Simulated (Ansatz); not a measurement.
Relaxing CaSe in the rocksalt type

First guess:

```
CELL_PARAMETERS angstrom
0.00000 2.85894 2.85894
2.85894 0.00000 2.85894
2.85894 2.85894 0.00000
ATOMIC_POSITIONS crystal
Ca 0.00000 0.00000 0.00000
Se 0.50000 0.50000 0.50000
```

These are results of DFT, PBE, PAW with Ansatz's default frozen-core files, scalar-relativistic (Ansatz 0.2.0), not measurements.

Cell and atoms relax within the symmetry of the start on a 12×12×12 k mesh with 0.03 eV Fermi–Dirac smearing.

The start is built from a prototype, known or not as a phase of this compound; the cutoff is 420 eV.

Problem. What is the pressure of the first guess?

Solution. 7.61 GPa.

Problem. What does it relax to?

Solution. a = 5.958 Å, b = 5.958 Å, c = 5.958 Å, α = 90.00°, β = 90.00°, γ = 90.00° (conventional cell), 26.44 Å³ per atom:
```
CELL_PARAMETERS angstrom
0.00000 2.97897 2.97897
2.97897 0.00000 2.97897
2.97897 2.97897 0.00000
ATOMIC_POSITIONS crystal
Ca 0.00000 0.00000 0.00000
Se 0.50000 0.50000 0.50000
```

Problem. How much energy does the relaxation release?

Solution. 66 meV/atom.
